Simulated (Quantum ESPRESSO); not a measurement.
LiF (Griceite) in Quantum ESPRESSO: the effect of functional

LiF (Griceite):

```
F Li
1.0
     0.00000    2.01400    2.01400
     2.01400    0.00000    2.01400
     2.01400    2.01400    0.00000
F Li
1 1
Direct
  0.50000 0.50000 0.50000
  0.00000 0.00000 0.00000
```

Alike in all runs:

```yaml
Program: Quantum ESPRESSO 7.5
Task: dielectric tensor
Cutoff: 612 eV
Density_cutoff: 4898 eV
k_mesh: 8 × 8 × 8, shifted
Occupations: fermi-dirac, width 0.05 eV
Spin: no spin polarisation
```

```csv
functional,potentials or basis,pressure (GPa),dielectric constant (mean)
LDA,GBRV 1.5 LDA,-6.3,2.09
PBEsol,GBRV 1.5 PBEsol,-1.1,2.08
WC,GBRV 1.5 PBE,-0.6,2.07
BLYP,GBRV 1.5 PBE,?,?
AM05,GBRV 1.5 PBE,0.8,2.07
```

Task: What does the run with functional BLYP give?

Result: Pressure 3.1 GPa; dielectric constant 2.03 mean.

Caveats: the potentials were made for another functional, which shifts forces and pressure (some runs); the cell is more than 3 GPa from zero pressure, which shifts response properties (some runs).

Runs at the PBE level aren't shown here.
